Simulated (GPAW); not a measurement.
Entries from a set of simulations; values are calculated unless marked as measured.

A GW chain in GPAW: CdTe (F-43m). The structure is cubic, space group F-43m (No. 216). The conventional cell has a = 6.480 Å, b = 6.480 Å, c = 6.480 Å, α = 90.00°, β = 90.00°, γ = 90.00°. Nearest to Cd lie 4 Te at 2.81 Å. Te has 4 Cd at 2.81 Å nearest. Farther neighbours and most contacts between anions are not listed. The calculation used DFT, LDA, plane waves, PAW (and 1 further level or step) in GPAW 26.7.0, with cutoff 450 eV, GPAW PAW setups 1.2.1 data release, 4×4×4 k-mesh, nbands 293 in one of its runs. The LDA gap is 0.51 eV, direct. The G0W0 gap on the mesh is 1.42 eV and the GW settings are 4×4×4 mesh, 283 bands, screening to 150 eV, Godby-Needs plasmon pole. The known limits are not at the basis limit; no spin-orbit coupling; coarse k mesh. It took 4 runs, 2.2 min in all on 8 MPI ranks of Arm Neoverse N1, shared host (the runs of this entry). G0W0 moves the gap on the mesh from 0.51 eV to 1.42 eV (+0.91 eV), with Z of 0.79 and 0.80 at the edges. Only 1 of the mesh's irreducible points was corrected, so a valley elsewhere could overtake. The cell and positions come from the Crystallography Open Database and are kept as given unless a step says otherwise. Limits: no spin-orbit coupling. The calculation has static nuclei and no excitons; a measured gap holds zero-point and thermal motion, which mostly lowers it. With atoms this heavy the missing spin-orbit coupling can matter too. Bands and cutoff are finite, so the gap is not at the basis limit. The miss can reach some tenths of an eV and take either sign; the mesh is an error of its own. The 4×4×4 mesh is coarse for this cell, which bears on the long-range parts of exchange and screening.

```xyz
2
Lattice="0.0000 3.2400 3.2400 3.2400 0.0000 3.2400 3.2400 3.2400 0.0000" Properties=species:S:1:pos:R:3 pbc="T T T"
Cd    0.0000    0.0000    0.0000
Te    1.6200    1.6200    1.6200
```

[Paths, hosts, dates, memory and timing lines, banners, echoed tables and standing remarks are left out of the program output.]

[Logs are printed without paths, hosts, clocks, repeated set-up lines and the standing remarks that a program may print on its own settings, such as how far it seeks lower states.]

[Runs of the session that timed out or met a known fault of the program may be left out.]

[Hosts, paths, dates, database ids (printed as entryN), source tags and the programs' standing remarks are cut or masked in the printed files.]
